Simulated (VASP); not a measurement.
Input of a VASP 6.6.1 run:

Contents of INCAR:

```
SYSTEM = Rb
PREC = Accurate
ENCUT = 520
EDIFF = 1E-7
ISMEAR = -1
SIGMA = 0.1
LREAL = .FALSE.
LASPH = .TRUE.
NELM = 80
ALGO = Fast
ISIF = 2
LWAVE = .FALSE.
LCHARG = .TRUE.
GGA = B5
ALDAX = 1.0
AGGAX = 1.0
AGGAC = 1.0
ALDAC = 0.0
LELF = .TRUE.
LVHAR = .TRUE.
NBANDS = 16
```

The input KPOINTS:

```
regular mesh
0
G
  6 6 6
  0 0 0
```

POSCAR

```
Rb
1.0
    0.0000000000      5.7314973960      5.7314973960
    5.7314973960      0.0000000000      5.7314973960
    5.7314973960      5.7314973960      0.0000000000
Rb
2
Direct
    0.1250000000      0.1250000000      0.1250000000
    0.8750000000      0.8750000000      0.8750000000
```

Potentials or basis: VASP PAW PBE potentials, release 64 (Rb_sv).

Command:

```sh
$ cat potpaw_PBE.64/Rb_sv/POTCAR > POTCAR
$ mpirun -np 1 vasp_std > vasp.out
```

(1) Estimate the pressure.

(2) What does it give for the band gap on the k mesh?

Answers

(1) -0.1 GPa.

(2) none (metal or under the smearing width).

Caveat: the PAW data sets were made with another functional, which shifts forces and pressure a little.
